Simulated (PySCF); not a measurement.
Molecule: Piperidine (SMILES C1CCNCC1).

Structure with atom numbers: `[CH2:1]1[CH2:2][CH2:3][NH:4][CH2:5][CH2:6]1`. Each H is labelled by its parent atom.

Spin–spin couplings on one PBE0-D3(BJ)/def2-SVP geometry, PySCF 2.14.0 with density-fitted response routines, gas phase, non-relativistic, equivalent pairs averaged (spin–dipole term only in couplings to heteroatoms); isotopes $^{13}$C, $^{1}$H, $^{15}$N; functional B3LYP.

How do the couplings (Hz) change with the basis set? Times are CPU seconds on shared hosts with different chips, so compare them loosely. Far from the basis limit: 6-31G*, pcJ-0, 6-31G-J, def2-TZVP.

## Answers


```tsv
basis set	functions	$^{1}J$(C3,H(C3))	$^{1}J$(C1,H(C1))	$^{1}J$(C2,H(C2))	$^{1}J$(N4,H(N4))	$^{1}J$(C1,C2)	$^{1}J$(C2,C3)	$^{1}J$(C3,N4)	core-s
6-31G*	106	150.7	144.7	143.3	-69.1	47.5	46.8	-9.7	14
pcJ-0	111	118.8	113.7	112.3	-55.7	26.3	24.4	-0.7	13
6-31G-J	116	143.9	136.3	134.8	-70.7	34.8	33.0	-2.4	15
def2-TZVP	252	130.9	124.2	123.1	-64.4	33.3	32.3	-2.7	48
pcJ-1	272	138.8	132.0	130.6	-69.1	34.9	34.0	-4.5	55
```

The Fermi-contact term samples the wavefunction at the nucleus, which is why sets with added tight s functions (names with J) are made for couplings.
